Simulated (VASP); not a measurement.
# Si32C (a cell with a defect) in VASP: notebook, part 2 of 2

VASP 6.6.1.

**3. Single point, PBE**

Input file INCAR:

```
SYSTEM = Si32C
PREC = Accurate
ENCUT = 520
EDIFF = 1E-6
ISMEAR = 0
SIGMA = 0.02
LREAL = Auto
LASPH = .True.
NELM = 100
ALGO = Fast
ISIF = 2
LWAVE = .False.
LCHARG = .False.
GGA = PE
NBANDS = 88
```

Input file KPOINTS:

```
Automatic mesh
0
Gamma
  2 2 2
  0.5 0.5 0.5
```

Input file POSCAR:

```
Si32C
1.0
   -5.4696767048      5.4696767048     -5.4696767048
    5.4696767048      5.4696767048      5.4696767048
    5.4696767048     -5.4696767048     -5.4696767048
Si C
32 1
Direct
    0.2447288153      0.7463523386      0.7534146390
   -0.0028896589     -0.0000101469      0.7410434325
    0.4995773329      0.7389491588      0.4998881374
    0.7607717466      0.2613736747      0.7610881273
    0.2618767209     -0.0000229447      0.5320150819
    0.4926467587      0.4920497399      0.7418792223
    0.0069606491      0.2537873946      0.4988008702
    0.7533762455      0.7461653988      0.2450139327
    0.5328846945     -0.0000443353      0.2632558701
    0.7416580026      0.4915244803      0.4915594916
   -0.0106089451      0.7747316210     -0.0109202067
    0.2146657953      0.2253951315      0.2144027999
    0.0009065435      0.5080689682      0.2499911007
    0.7405249375     -0.0000028338     -0.0026406497
    0.4983146440      0.2536062138      0.0068228895
    0.2502822514      0.5085579368      0.0003348461
    0.2508013863      0.5001048778      0.7503607108
   -0.0113104491      0.7447708923      0.7344083968
    0.4811490042      0.4716758666      0.4810328182
    0.7497178026      0.0000702967      0.7500283328
    0.2537443390      0.7428325693      0.5080856968
    0.5109142004      0.2572730668      0.7650600256
    0.0005706005      0.0000047535      0.4928753829
    0.7508158565      0.4997768877      0.2500089263
    0.5080341399      0.7423276035      0.2538706719
    0.7654898499      0.2577666060      0.5115457734
    0.0097578893      0.5286851776      0.0096291797
    0.3115989467      0.0001518371      0.3113120010
   -0.0103047224      0.2545862535      0.2442630656
    0.7350796431      0.7453990830     -0.0103662434
    0.4923003946      0.0000028338      0.0014467948
    0.2439309619      0.2551782446     -0.0103269358
    0.1537586306      0.0000612468      0.1483837243
```

Potentials or basis: VASP PAW PBE potentials, release 64 (Si, C).

Command:

```
> cat potpaw_PBE.64/Si/POTCAR potpaw_PBE.64/C/POTCAR > POTCAR
> mpirun -np 1 vasp_std > vasp.out
```

OUTCAR:

```text
SYSTEM = Si32C
   PREC = Accurate
   ENCUT = 520
   EDIFF = 1E-6
   ISMEAR = 0
   LREAL = Auto
   LASPH = .True.
   NELM = 100
   ISIF = 2
   GGA = PE

 ion  position               nearest neighbor table
   1  0.245  0.746  0.753-  17 2.34  21 2.34  18 2.37  31 2.37
   2  0.997  1.000  0.741-  23 2.36  18 2.37  32 2.37  20 2.37
   3  0.500  0.739  0.500-  21 2.37  25 2.37  20 2.41  19 2.42
   4  0.761  0.261  0.761-  22 2.37  26 2.37  20 2.41  27 2.42
   5  0.262  1.000  0.532-  28 2.29  21 2.34  22 2.34  23 2.38
   6  0.493  0.492  0.742-  17 2.34  30 2.35  22 2.36  19 2.38
   7  0.007  0.254  0.499-  26 2.34  17 2.34  29 2.36  23 2.37
   8  0.753  0.746  0.245-  25 2.34  24 2.34  30 2.36  23 2.37
   9  0.533  1.000  0.263-  28 2.29  25 2.34  26 2.34  31 2.38
  10  0.742  0.492  0.492-  24 2.34  18 2.35  26 2.36  19 2.38
  11  0.989  0.775  0.989-  33 1.82  18 2.33  30 2.33  27 2.47  28 2.88
  12  0.215  0.225  0.214-  33 1.82  32 2.33  29 2.33  19 2.47  28 2.88
  13  0.001  0.508  0.250-  24 2.34  29 2.35  21 2.36  27 2.38
  14  0.741  1.000  0.997-  31 2.36  30 2.37  29 2.37  20 2.37
  15  0.498  0.254  0.007-  24 2.34  22 2.34  32 2.37  31 2.37
  16  0.250  0.509  0.000-  17 2.34  32 2.35  25 2.36  27 2.38
[... 255 lines left out ...]
      2      -5.4286      2.00000
      3      -5.4212      2.00000
      4      -5.3850      2.00000
      5      -4.7071      2.00000
      6      -3.7354      2.00000
[... 313 lines left out ...]
     77       7.9952      0.00000
     78       8.0266      0.00000
 [bands above 78 left out]

------------------------ aborting loop because EDIFF is reached ----------------------------------------

  FORCE on cell =-STRESS in cart. coord.  units (eV):
  Direction    XX          YY          ZZ          XY          YZ          ZX
  --------------------------------------------------------------------------------------
  -------------------------------------------------------------------------------------
  Total       -0.3549960     -0.3620839     13.6125650     -4.0923173     -0.0203780      0.0361589
  in kB       -0.8689387     -0.8862879     33.3200455    -10.0169364     -0.0498802      0.0885076
  external PRESSURE =      10.5216063 kB  Pullay stress =       0.0000000 kB

 VOLUME and BASIS-vectors are now :
 -----------------------------------------------------------------------------
  energy-cutoff  :      520.00
  volume of cell :      654.55
      direct lattice vectors                 reciprocal lattice vectors
    -5.469676705  5.469676705 -5.469676705     0.000000000  0.091413081 -0.091413081
     5.469676705  5.469676705  5.469676705     0.091413081  0.091413081  0.000000000
     5.469676705 -5.469676705 -5.469676705     0.091413081  0.000000000 -0.091413081

 POSITION                                       TOTAL-FORCE (eV/Angst)
 -----------------------------------------------------------------------------------
      6.86465      1.29996     -1.37722        -0.006859     -0.001848      0.006035
      4.06902      6.87022     -4.03752         0.009581     -0.007644     -0.004958
      4.04351      4.04011     -1.42494        -0.006671      0.000780      0.010626
      1.43136      1.42790     -6.89445        -0.004628      0.002499      0.000396
      6.94712      3.99198      1.12722        -0.003624      0.008133      0.001277
      4.05457      1.32813     -4.06110        -0.000750     -0.005707     -0.002786
[... 25 lines left out ...]
      5.47471     -2.68323     -5.35167         0.001788      0.002188      0.002651
     -0.02906      0.02973     -1.65229         0.000986      0.002881      0.014342
 -----------------------------------------------------------------------------------
    total drift:                               -0.005643      0.003853      0.005185

  FREE ENERGIE OF THE ION-ELECTRON SYSTEM (eV)
  ---------------------------------------------------
  free  energy   TOTEN  =      -179.3088590009 eV

  energy  without entropy=     -179.3088589824  energy(sigma->0) =     -179.30885899
```

Wall time 4.3 min (1 thread of Intel Xeon 6975P-C (Granite Rapids), shared host); peak memory 0.75 GiB.

What came out:

| Item | Value |
| --- | --- |
| Free energy | -179.3089 eV |
| Pressure | 1.1 GPa |
| Largest force | 0.015 eV/Å |
| Band gap on the k mesh | 0.14 eV, direct |

Forces on the atoms (eV/Å):
```
Si  -0.007 -0.002  0.006
Si   0.010 -0.008 -0.005
Si  -0.007  0.001  0.011
Si  -0.005  0.002  0.000
Si  -0.004  0.008  0.001
Si  -0.001 -0.006 -0.003
Si   0.007  0.004  0.000
Si  -0.003 -0.006  0.005
Si   0.008 -0.003  0.003
Si  -0.002 -0.004 -0.003
Si   0.010  0.008 -0.002
Si  -0.008 -0.008 -0.008
Si   0.006 -0.004  0.001
Si  -0.005  0.007 -0.002
Si   0.002  0.008 -0.001
Si   0.000  0.004 -0.001
Si  -0.003  0.001  0.002
Si   0.002 -0.001 -0.002
Si   0.001  0.003 -0.004
Si   0.002  0.005 -0.005
Si  -0.001 -0.001 -0.001
Si   0.008 -0.006 -0.002
Si   0.000  0.003 -0.002
Si   0.005 -0.004  0.002
Si   0.002 -0.004 -0.002
Si  -0.004  0.005 -0.003
Si  -0.011 -0.010 -0.002
Si  -0.005 -0.005 -0.005
Si  -0.001  0.001  0.007
Si  -0.003  0.005  0.003
Si   0.002  0.002 -0.003
Si   0.002  0.002  0.003
C    0.001  0.003  0.014
```

**4. Single point, PBE**

Input file INCAR:

```
PREC = Accurate ; ENCUT = 520
EDIFF = 1E-6 ; ISMEAR = 0
SIGMA = 0.02 ; LREAL = Auto
LASPH = True ; NELM = 100
ALGO = Fast ; ISIF = 2
LWAVE = False ; LCHARG = False
GGA = PE ; NBANDS = 88
```

KPOINTS is that of step 3.

Input file POSCAR:

```
Si32C
1.0
   -5.4696767048      5.4696767048     -5.4696767048
    5.4696767048      5.4696767048      5.4696767048
    5.4696767048     -5.4696767048     -5.4696767048
Si C
32 1
Direct
    0.2467670528      0.7442235108      0.7535726922
   -0.0046911365      0.0028368221      0.7443662066
    0.4988201583      0.7457979183      0.4960535414
    0.7622245747      0.2649761729      0.7602968556
    0.2568929712      0.0036831244      0.5454666082
    0.4974880869      0.5003533385      0.7448802223
   -0.0008958482      0.2530366189      0.4948529220
    0.7565917006      0.7468796092      0.2446182969
    0.5143781163     -0.0064785365      0.2529775661
    0.7409590582      0.4946838078      0.4917319880
    0.0031490892      0.7831986662     -0.0104050025
    0.2275793556      0.2272392990      0.2243500057
    0.0029896648      0.5065155858      0.2509523093
    0.7421826223      0.0023748204     -0.0015491775
    0.4993760413      0.2561068187      0.0044084872
    0.2523034860      0.5069972413      0.0024698900
    0.2484479565      0.4965791667      0.7501866603
   -0.0078770652      0.7471450728      0.7304722410
    0.4847383389      0.4826225831      0.4845376871
    0.7474576142      0.0030198311      0.7503092452
    0.2525802848      0.7442184830      0.5099396455
    0.5136973631      0.2633604466      0.7640590524
   -0.0047453445      0.0029620581      0.4963099551
    0.7525711705      0.5003895381      0.2501231926
    0.5113655068      0.7463220809      0.2492736909
    0.7516394884      0.2530125773      0.5028849324
    0.0155204786      0.5335780627      0.0141102490
    0.2828968847     -0.0566374425      0.3027643295
   -0.0048194805      0.2523327382      0.2431215905
    0.7467264923      0.7524179622     -0.0061816268
    0.4916276857      0.0015303464     -0.0012152455
    0.2452541663      0.2538034833     -0.0069084522
    0.1819792199      0.0041395500      0.1575015392
```

Command:

```
> cat potpaw_PBE.64/Si/POTCAR potpaw_PBE.64/C/POTCAR > POTCAR
> mpirun -np 1 vasp_std > vasp.out
```

It took 4.8 min on 1 thread of Intel Xeon 6975P-C (Granite Rapids), shared host; peak memory 0.75 GiB.

Results (log left out):

```
Free energy            : -179.0232 eV
Pressure               : 0.8 GPa
Largest force          : 0.458 eV/Å
Band gap on the k mesh : 0.09 eV, indirect (least direct gap 0.21 eV)
```

Forces in eV/Å, atoms in the order of the input:
```
Si   0.007  0.004  0.002
Si  -0.025  0.000 -0.009
Si  -0.016 -0.016 -0.043
Si   0.009 -0.005 -0.019
Si  -0.100  0.032  0.017
Si  -0.015 -0.035  0.008
Si  -0.003  0.025 -0.035
Si  -0.043 -0.003 -0.040
Si  -0.089  0.035 -0.295
Si  -0.022 -0.016 -0.002
Si   0.044 -0.083  0.068
Si   0.074 -0.006  0.116
Si   0.017  0.001  0.015
Si   0.007 -0.019  0.003
Si  -0.003 -0.032 -0.020
Si  -0.008  0.015  0.002
Si  -0.005  0.011  0.001
Si  -0.004 -0.030 -0.010
Si  -0.020 -0.028 -0.010
Si  -0.002 -0.001 -0.014
Si  -0.021  0.008 -0.006
Si  -0.008 -0.027 -0.012
Si  -0.026  0.016 -0.014
Si  -0.015 -0.006 -0.006
Si  -0.092 -0.037 -0.118
Si  -0.003  0.046 -0.091
Si  -0.007 -0.008 -0.004
Si   0.131  0.430  0.090
Si   0.050 -0.008  0.053
Si  -0.001 -0.067  0.041
Si   0.036 -0.058 -0.048
Si  -0.008  0.008  0.017
C    0.160 -0.146  0.361
```

Stress tensor (GPa, compression positive):
```
 0.20 -1.22  0.11
-1.22 -0.56  0.56
 0.11  0.56  2.63
```

Levels at points of the mesh, in eV from the valence-band top:
```tsv
k point	band 63	band 64	band 65	band 66	band 67	band 68	band 69	band 70
(0.25, 0.25, 0.25)	-0.97	-0.94	-0.89	-0.23	0.09	0.94	1.13	1.18
```

PBE gaps usually lie below the measured ones, often by a third to a half.
